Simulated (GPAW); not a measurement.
# AlNi (Cmmm) in GPAW: a series of runs

The runs below take AlNi through band structure, with PBEsol, PBEsol+U.

All numbers are computed with GPAW 26.7.0; they aren't measurements. Logs are shortened: lines on timing, memory, paths and dates and some standing lists are left out, and cuts for length are marked. The log counts tension as positive stress, the text compression.

### Step 1. The structure

It takes space group Cmmm (No. 65, orthorhombic). Conventional cell: a = 3.877 Å, b = 3.906 Å, c = 3.099 Å, α = 90.00°, β = 90.00°, γ = 90.00°. Around Ni (site symmetry mmm) lie 8 Al at 2.48 to 2.49 Å and 4 Ni at 2.75 Å. Al (site symmetry mmm) has 8 Ni at 2.48 to 2.49 Å and 4 Al at 2.75 Å as nearest neighbours.

The cell comes from a database or a generator and needn't be the stable form of this composition.

### Step 2. Band structure, PBEsol, collinear spin, ferromagnetic start

The input, run.py:

```python
from ase import Atoms
from ase.dft.bandgap import bandgap
from ase.io import write
from ase.units import GPa
from gpaw import GPAW, PW, setup_paths

setup_paths.insert(0, '.')

atoms = Atoms(['Ni', 'Al'],
              cell=[[1.938694, -1.95319015, 0.0],
                    [1.938694, 1.95319015, 0.0],
                    [0.0, 0.0, 3.0994300413]],
              scaled_positions=[[0.5, 0.5, 0.5],
                                [0.0, 0.0, 0.0]],
              pbc=True)
atoms.set_initial_magnetic_moments([1.0, 0.0])

calc = GPAW(mode=PW(600),
            xc='PBEsol',
            kpts={'size': (7, 7, 6), 'gamma': True},
            occupations={'name': 'fermi-dirac', 'width': 0.05},
            nbands=20,
            convergence={'density': 1e-05, 'energy': 1e-05},
            maxiter=150,
            txt='gpaw.txt')
atoms.calc = calc
energy = atoms.get_potential_energy()
forces = atoms.get_forces()
stress = atoms.get_stress()
calc.write('gs.gpw')
write('result.traj', atoms)
print(f'Energy: {energy:.6f} eV')
print('Forces (eV/A):')
print(forces.round(4))
print('Stress (GPa):', (stress / GPa).round(3))
print('Moments:', calc.get_magnetic_moments().round(3))
print('Fermi level:', round(calc.get_fermi_level(), 4), 'eV')
print(f'Gap: {bandgap(calc)[0]:.4f} eV, direct: {bandgap(calc, direct=True)[0]:.4f} eV')

path = atoms.cell.bandpath('GXSRAZGYX1A1TY,ZT', npoints=100, eps=1e-4)
bs_calc = calc.fixed_density(kpts=path, symmetry='off', nbands=30,
                             convergence={'bands': 'CBM+6.0', 'eigenstates': 1e-6}, txt='bands.txt')
bs = bs_calc.band_structure()
bs.write('bs.json')
print(f'Gap on the path: {bandgap(bs_calc)[0]:.4f} eV')
```

Potentials or basis: PAW data sets generated in the run's folder for this functional, pw.

Run with:

```
$ gpaw-setup -f PBEsol Al Ni
$ OMP_NUM_THREADS=1 python run.py
```

gpaw.txt:

```text
__  _  _
 | _ |_)|_||  |
 |__||  | ||/\| - 26.7.0

Input parameters:
  mode=PW(ecut=600.0),
  convergence={'density': 1e-05, 'energy': 1e-05},
  kpts=MonkhorstPack(size=(7, 7, 6), gamma=True),
  maxiter=150,
  nbands=20,
  occupations=Occupations(name='fermi-dirac', width=0.05),
  xc=XC(name='PBEsol')

Diagonalizing LCAO Hamiltonian
Converting LCAO to pw mode

            Ni
       Al

Atoms  # Å, Bohr magnetons
|   | symbol |        x |        y |        z |    initial magnetic moments |
|---|--------|----------|----------|----------|-----------------------------|
| 0 |     Ni | 1.938694 | 0.000000 | 1.549715 | ( 0.0000,  0.0000,  1.0000) |
| 1 |     Al | 0.000000 | 0.000000 | 0.000000 | ( 0.0000,  0.0000,  0.0000) |

Unit cell  # Å
| periodic |        x |         y |        z |  lengths |    angles |
|----------|----------|-----------|----------|----------|-----------|
|      yes | 1.938694 | -1.953190 | 0.000000 | 2.751997 | 90.000000 |
|      yes | 1.938694 |  1.953190 | 0.000000 | 2.751997 | 90.000000 |
|      yes | 0.000000 |  0.000000 | 3.099430 | 3.099430 | 90.426819 |

Number of symmetries: 8
Symmetry operations  # r_c * U_cc + t_c -> r_c
|   | kind |            matrix            |
|---|------|------------------------------|
| 0 |  E   |  1, 0, 0,  0, 1, 0,  0, 0, 1 |
| 1 |  σ   |  1, 0, 0,  0, 1, 0,  0, 0,-1 |
| 2 |  σ   |  0, 1, 0,  1, 0, 0,  0, 0, 1 |
| 3 |  C2  |  0, 1, 0,  1, 0, 0,  0, 0,-1 |
| 4 |  σ   |  0,-1, 0, -1, 0, 0,  0, 0, 1 |
| 5 |  C2  |  0,-1, 0, -1, 0, 0,  0, 0,-1 |
| 6 |  C2  | -1, 0, 0,  0,-1, 0,  0, 0, 1 |
| 7 |  i   | -1, 0, 0,  0,-1, 0,  0, 0,-1 |

BZ-sampling:
  Number of BZ points: 294
  Number of IBZ points: 64

  Monkhorst-Pack size: [7, 7, 6]
  Monkhorst-Pack shift: [0.0, 0.0, 0.08333333333333333]

K-points  # in reciprocal-cell coordinates
|     |                                coordinates |     weight |
|-----|--------------------------------------------|------------|
|   0 | (  0.00000000,   0.00000000,   0.00000000) | 0.00340136 |
|   1 | (  0.00000000,   0.00000000,   0.16666667) | 0.00680272 |
|   2 | (  0.00000000,   0.00000000,   0.33333333) | 0.00680272 |
|   3 | (  0.00000000,   0.00000000,   0.50000000) | 0.00340136 |
|   4 | (  0.14285714,  -0.14285714,   0.00000000) | 0.00680272 |
|   5 | (  0.14285714,  -0.14285714,   0.16666667) | 0.01360544 |
|   6 | (  0.14285714,  -0.14285714,   0.33333333) | 0.01360544 |
|   7 | (  0.14285714,  -0.14285714,   0.50000000) | 0.00680272 |
|   8 | (  0.14285714,   0.00000000,   0.00000000) | 0.01360544 |
|   9 | (  0.14285714,   0.00000000,   0.16666667) | 0.02721088 |
| ... |                                            |            |
|  63 | (  0.42857143,   0.42857143,   0.50000000) | 0.00680272 |

Plane wave coefficients: 805
Cutoff: 600.0 eV

Spin-components: 2 (collinear spins)
Bands:           20
Projectors:      11
Spin-degeneracy: 1
Datatype:        complex128

Parallelization:
  kpt:    1
  domain: 1
  band:   1

Density:
  Valence electrons: 19.0
  Components: 2
  Grid points: [16 16 18]
  Charge: 0.0  # |e|

Potential:
  Grid points: [16 16 18]

species:
  Ni:
    name:    Nickel
    Z:       28.0
    valence: 16
    core:    12
    charge:  0.0  # [|e|]
    compensation charges:
      type: gauss
      rc: 0.36  # [Å]
      lmax: 2
    cutoffs:
      filter: 2.14  # [Å]
      core: 1.98  # [Å]
    projectors
    | kind |    occ | energy [eV] | rcut [Å] |
    |------|--------|-------------|----------|
    |   4s |  2.000 |      -5.661 |    1.164 |
    |   3p |  6.000 |     -71.261 |    1.207 |
    |   4p |  0.000 |      -1.193 |    1.207 |
    |   3d |  8.000 |      -8.901 |    1.138 |
    |    s |        |      21.550 |    1.164 |
    |    d |        |      18.310 |    1.138 |

    Using partial waves for Ni as LCAO basis

  Al:
    name:    Aluminium
    Z:       13.0
    valence: 3
    core:    10
    charge:  0.0  # [|e|]
    compensation charges:
      type: gauss
      rc: 0.34  # [Å]
      lmax: 2
    cutoffs:
      filter: 1.91  # [Å]
      core: 2.36  # [Å]
    projectors
    | kind |    occ | energy [eV] | rcut [Å] |
    |------|--------|-------------|----------|
    |   3s |  2.000 |      -7.715 |    1.085 |
    |   3p |  1.000 |      -2.689 |    1.085 |
    |    s |        |      19.497 |    1.085 |
    |    p |        |      24.522 |    1.085 |
    |    d |        |       0.000 |    1.085 |

    Using partial waves for Al as LCAO basis

Reference energy: -47922.716557  # eV

eigensolver:
  PPCG
  Converge bands: occupied
  niter=2

density mixing:
  MSR1-Mixer
  Pratt-step length: 0.05
  Maximum mixing coefficient: 0.75
  Old densities: 10
  SVD Regularization: 0.005
  Good broyden scale: 1.0
  Trust region scale: 1.0
  Backstep threshold: 4.0
  History deletion threshold: 6.0
  Fourier metric: weight=20.0, sigma=0.015

occupation numbers:
  Fermi-Dirac:
    width: 0.0500  # eV

poisson solver:
  ecut: 4800.0  # eV

xc functional:
  name: PBEsol with 2 nearest neighbor stencil

convergence criteria:
- Maximum integral of absolute [dens]ity change: 1e-05 electrons / valence electron
- Maximum [total energy] change in last 3 cyles: 1e-05 eV / valence electron
- Maximum integral of absolute [eigenst]ate change: 4e-08 eV^2 / valence electron
maximum number of iterations: 150

SCF iterations
|iter     | |      energy | eigst |  dens |  magmom |
|---------|-|-------------|-------|-------|---------|
|iter:   1| |  -13.371096 | +0.36 |       |  +1.0022|
|iter:   2| |  -13.251573 | -2.38 | -1.05 |  +0.9629|
|iter:   3| |  -13.246573 | -2.71 | -1.12 |  +0.6949|
|iter:   4| |  -13.321425 | -2.44 | -1.36 |  +0.3294|
|iter:   5| |  -13.332102 | -3.39 | -1.79 |  +0.1846|
|iter:   6| |  -13.335669 | -4.06 | -2.14 |  +0.0864|
|iter:   7| |  -13.337141 | -4.74 | -2.46 |  +0.0569|
|iter:   8| |  -13.337734 | -4.65 | -2.64 |  +0.0109|
|iter:   9| |  -13.337767 | -6.54 | -3.21 |  +0.0065|
|iter:  10| |  -13.337776c| -7.14 | -3.63 |  +0.0024|
|iter:  11| |  -13.337778c| -7.79c| -4.14 |  +0.0002|
|iter:  12| |  -13.337778c| -8.25c| -5.14c|  +0.0000|

Converged in 12 steps
Energy contributions relative to reference atoms: (reference = -47922.716557)

Energy contributions:
  Kinetic:          12.733083
  Coulomb:          -7.718395
  Zero:              0.079708
  External:          0.000000
  Xc:              -18.427085
  Entropy:          -0.010178
  Spinorbit:         0.000000
  ----------------------------
  Free energy:     -13.342867
  Extrapolated:    -13.337778

dipole moment: (-6.629865, 0.000000, -5.299651)  # |e|*Ang

Total magnetic moment: (0.000000, 0.000000, 0.000021)

Local magnetic moments
|        x |        y |         z |
|----------|----------|-----------|
| 0.000000 | 0.000000 |  0.000022 |  # Ni   0
| 0.000000 | 0.000000 | -0.000000 |  # Al   1

Fermi level: 9.029
Eigenvalues  # (at kpt = [0.000, 0.000, 0.000])
| band index |      eig [eV] | occ [0-1] |      eig [eV] | occ [0-1] |
|------------|---------------|-----------|---------------|-----------|
|          0 |       -54.526 |     1.000 |       -54.526 |     1.000 |
|          1 |       -54.481 |     1.000 |       -54.481 |     1.000 |
|          2 |       -54.478 |     1.000 |       -54.478 |     1.000 |
|          3 |        -2.194 |     1.000 |        -2.194 |     1.000 |
|          4 |         5.667 |     1.000 |         5.667 |     1.000 |
|          5 |         5.814 |     1.000 |         5.814 |     1.000 |
[... 9 lines left out ...]
|         15 |        29.575 |     0.000 |        29.575 |     0.000 |
|         16 |        29.584 |     0.000 |        29.584 |     0.000 |
|        ... |               |           |               |           |
|         19 |        32.574 |     0.000 |        32.571 |     0.000 |

No gap
No difference between direct/indirect transitions

Forces  # eV/Ang
|       x |       y |       z |
|---------|---------|---------|
| 0.00000 | 0.00000 | 0.00000 |  # Ni   0
| 0.00000 | 0.00000 | 0.00000 |  # Al   1

Stress tensor  # eV/Ang^3
|         x |         y |        z |
|-----------|-----------|----------|
| -0.029983 |  0.000000 | 0.000000 |
|  0.000000 | -0.018960 | 0.000000 |
|  0.000000 |  0.000000 | 0.020958 |

# Writing to gs.gpw (mode='')
```

Run time: 55 s. Hardware: 1 thread of Arm Neoverse V2, shared host; peak memory 0.29 GiB.

Results:

| Property | Result |
| --- | --- |
| Free energy | -13.3429 eV |
| Pressure | 1.5 GPa |
| Band gap along the path | none (metal or under the smearing width) |
| Net moment | 0.00 μB per cell |

Levels at the corners of the path, in eV from the Fermi level:
Spin up:
```csv
point,band 7,band 8,band 9,band 10,band 11,band 12,band 13,band 14
Γ,-1.55,-1.53,-1.23,3.00,7.11,7.16,7.37,8.84
X,-2.35,-2.35,-2.26,-0.73,2.34,3.52,10.87,13.60
S,-2.67,-1.97,-1.41,-0.23,7.84,8.02,9.56,11.69
R,-2.82,-1.89,-1.80,-1.12,1.41,2.41,13.70,15.72
A,-1.08,-0.72,1.89,2.11,2.23,4.03,4.29,4.40
Z,-1.99,-1.97,-1.18,-1.14,8.51,11.23,11.27,11.67
Γ,-1.55,-1.53,-1.23,3.00,7.11,7.16,7.37,8.84
Y,-2.35,-2.35,-2.26,-0.73,2.34,3.52,10.87,13.60
X1,-2.35,-2.35,-2.26,-0.73,2.34,3.52,10.87,13.60
A1,-1.08,-0.72,1.89,2.11,2.23,4.03,4.29,4.40
T,-1.08,-0.71,1.89,2.11,2.23,4.04,4.29,4.38
Y,-2.35,-2.35,-2.26,-0.73,2.34,3.52,10.87,13.60
Z,-1.99,-1.97,-1.18,-1.14,8.51,11.23,11.27,11.67
T,-1.08,-0.71,1.89,2.11,2.23,4.04,4.29,4.38
```
Spin down:
```
point  band 6  band 7  band 8  band 9  band 10  band 11  band 12  band 13  band 14  band 15
    Γ   -3.21   -1.55   -1.53   -1.23     3.00     7.11     7.16     7.37     8.84    14.68
    X   -2.38   -2.35   -2.35   -2.26    -0.73     2.34     3.52    10.87    13.60    13.73
    S   -2.73   -2.67   -1.97   -1.41    -0.23     7.84     8.02     9.56    11.69    12.86
    R   -3.39   -2.82   -1.89   -1.80    -1.12     1.41     2.41    13.70    15.72    16.24
    A   -4.05   -1.08   -0.72    1.89     2.11     2.23     4.03     4.29     4.40     5.62
    Z   -2.90   -1.99   -1.97   -1.18    -1.14     8.51    11.23    11.27    11.67    11.67
    Γ   -3.21   -1.55   -1.53   -1.23     3.00     7.11     7.16     7.37     8.84    14.68
    Y   -2.38   -2.35   -2.35   -2.26    -0.73     2.34     3.52    10.87    13.60    13.73
   X1   -2.38   -2.35   -2.35   -2.26    -0.73     2.34     3.52    10.87    13.60    13.73
   A1   -4.05   -1.08   -0.72    1.89     2.11     2.23     4.03     4.29     4.40     5.62
    T   -4.05   -1.08   -0.71    1.89     2.11     2.23     4.04     4.29     4.38     5.62
    Y   -2.38   -2.35   -2.35   -2.26    -0.73     2.34     3.52    10.87    13.60    13.73
    Z   -2.90   -1.99   -1.97   -1.18    -1.14     8.51    11.23    11.27    11.67    11.67
    T   -4.05   -1.08   -0.71    1.89     2.11     2.23     4.04     4.29     4.38     5.62
```

Caveat: the stock nickel data set gives pressures a few GPa off other programs.

### Step 3. Band structure, PBEsol+U, collinear spin, ferromagnetic start

run.py, as its differences from that of step 2:

```diff
@@ -21,2 +21,3 @@
             occupations={'name': 'fermi-dirac', 'width': 0.05},
+            setups={'Ni': ':d,1.0'},
             nbands=20,
```

Potentials or basis: PAW data sets generated in the run's folder for this functional, pw.

Run with:

```
$ gpaw-setup -f PBEsol Al Ni
$ OMP_NUM_THREADS=1 python run.py
```

gpaw.txt:

```text
__  _  _
 | _ |_)|_||  |
 |__||  | ||/\| - 26.7.0

Input parameters:
  mode=PW(ecut=600.0),
  convergence={'density': 1e-05, 'energy': 1e-05},
  kpts=MonkhorstPack(size=(7, 7, 6), gamma=True),
  maxiter=150,
  nbands=20,
  occupations=Occupations(name='fermi-dirac', width=0.05),
  setups={'Ni': ':d,1.0'},
  xc=XC(name='PBEsol')

Diagonalizing LCAO Hamiltonian
Converting LCAO to pw mode

            Ni
       Al

Atoms  # Å, Bohr magnetons
|   | symbol |        x |        y |        z |    initial magnetic moments |
|---|--------|----------|----------|----------|-----------------------------|
| 0 |     Ni | 1.938694 | 0.000000 | 1.549715 | ( 0.0000,  0.0000,  1.0000) |
| 1 |     Al | 0.000000 | 0.000000 | 0.000000 | ( 0.0000,  0.0000,  0.0000) |

Unit cell  # Å
| periodic |        x |         y |        z |  lengths |    angles |
|----------|----------|-----------|----------|----------|-----------|
|      yes | 1.938694 | -1.953190 | 0.000000 | 2.751997 | 90.000000 |
[... 188 lines left out ...]
Local magnetic moments
|        x |        y |         z |
|----------|----------|-----------|
| 0.000000 | 0.000000 | -0.000179 |  # Ni   0
| 0.000000 | 0.000000 | -0.000010 |  # Al   1

Fermi level: 8.949
Eigenvalues  # (at kpt = [0.000, 0.000, 0.000])
| band index |      eig [eV] | occ [0-1] |      eig [eV] | occ [0-1] |
|------------|---------------|-----------|---------------|-----------|
|          0 |       -54.255 |     1.000 |       -54.255 |     1.000 |
|          1 |       -54.212 |     1.000 |       -54.212 |     1.000 |
|          2 |       -54.208 |     1.000 |       -54.208 |     1.000 |
|          3 |        -2.198 |     1.000 |        -2.198 |     1.000 |
|          4 |         5.535 |     1.000 |         5.535 |     1.000 |
|          5 |         5.712 |     1.000 |         5.712 |     1.000 |
[... 9 lines left out ...]
|         15 |        29.522 |     0.000 |        29.522 |     0.000 |
|         16 |        29.532 |     0.000 |        29.532 |     0.000 |
|        ... |               |           |               |           |
|         19 |        32.579 |     0.000 |        32.575 |     0.000 |

No gap
No difference between direct/indirect transitions

Forces  # eV/Ang
|        x |       y |       z |
|----------|---------|---------|
|  0.00000 | 0.00000 | 0.00000 |  # Ni   0
| -0.00000 | 0.00000 | 0.00000 |  # Al   1

Stress tensor  # eV/Ang^3
|         x |         y |        z |
|-----------|-----------|----------|
| -0.025516 |  0.000000 | 0.000000 |
|  0.000000 | -0.014789 | 0.000000 |
|  0.000000 |  0.000000 | 0.026570 |

# Writing to gs.gpw (mode='')
```

Wall time 63 s (1 thread of Arm Neoverse V2, shared host); peak memory 0.29 GiB.

What came out:

```
Free energy             : -12.7484 eV
Pressure                : 0.7 GPa
Band gap along the path : none (metal or under the smearing width)
Net moment              : 0.00 μB per cell
```

Stress tensor (GPa, compression positive):
```
 4.09  0.00  0.00
 0.00  2.37  0.00
 0.00  0.00 -4.26
```

Levels at the corners of the path, in eV from the Fermi level:
Spin up:
| point | band 8 | band 9 | band 10 | band 11 | band 12 | band 13 |
| --- | --- | --- | --- | --- | --- | --- |
| Γ | -1.58 | -1.32 | 3.08 | 7.19 | 7.23 | 7.40 |
| X | -2.31 | -2.18 | -0.74 | 2.40 | 3.51 | 10.92 |
| S | -2.05 | -1.46 | -0.24 | 7.93 | 8.07 | 9.59 |
| R | -1.98 | -1.85 | -1.17 | 1.48 | 2.41 | 13.75 |
| A | -0.73 | 1.97 | 2.21 | 2.33 | 4.07 | 4.31 |
| Z | -2.02 | -1.27 | -1.19 | 8.56 | 11.33 | 11.37 |
| Γ | -1.58 | -1.32 | 3.08 | 7.19 | 7.23 | 7.40 |
| Y | -2.31 | -2.18 | -0.74 | 2.39 | 3.51 | 10.92 |
| X1 | -2.31 | -2.18 | -0.74 | 2.40 | 3.51 | 10.92 |
| A1 | -0.73 | 1.97 | 2.21 | 2.33 | 4.07 | 4.31 |
| T | -0.73 | 1.98 | 2.21 | 2.33 | 4.08 | 4.31 |
| Y | -2.31 | -2.18 | -0.74 | 2.39 | 3.51 | 10.92 |
| Z | -2.02 | -1.27 | -1.19 | 8.56 | 11.33 | 11.37 |
| T | -0.73 | 1.98 | 2.21 | 2.33 | 4.08 | 4.31 |
Spin down:
```
point  band 8  band 9  band 10  band 11  band 12  band 13
    Γ   -1.58   -1.32     3.08     7.19     7.23     7.40
    X   -2.31   -2.18    -0.74     2.40     3.51    10.92
    S   -2.05   -1.46    -0.24     7.93     8.07     9.59
    R   -1.98   -1.85    -1.17     1.48     2.41    13.75
    A   -0.73    1.97     2.21     2.33     4.07     4.31
    Z   -2.02   -1.27    -1.19     8.56    11.33    11.37
    Γ   -1.58   -1.32     3.08     7.19     7.23     7.40
    Y   -2.31   -2.18    -0.74     2.39     3.51    10.92
   X1   -2.31   -2.18    -0.74     2.40     3.51    10.92
   A1   -0.73    1.97     2.21     2.33     4.07     4.31
    T   -0.73    1.98     2.21     2.33     4.08     4.31
    Y   -2.31   -2.18    -0.74     2.39     3.51    10.92
    Z   -2.02   -1.27    -1.19     8.56    11.33    11.37
    T   -0.73    1.98     2.21     2.33     4.08     4.31
```

Caveat: the stock nickel data set gives pressures a few GPa off other programs; the U is typed as a test and isn't derived for this compound. The state reached can hang on the start; a lower one may exist.

(Continued in part 2 of 2.)
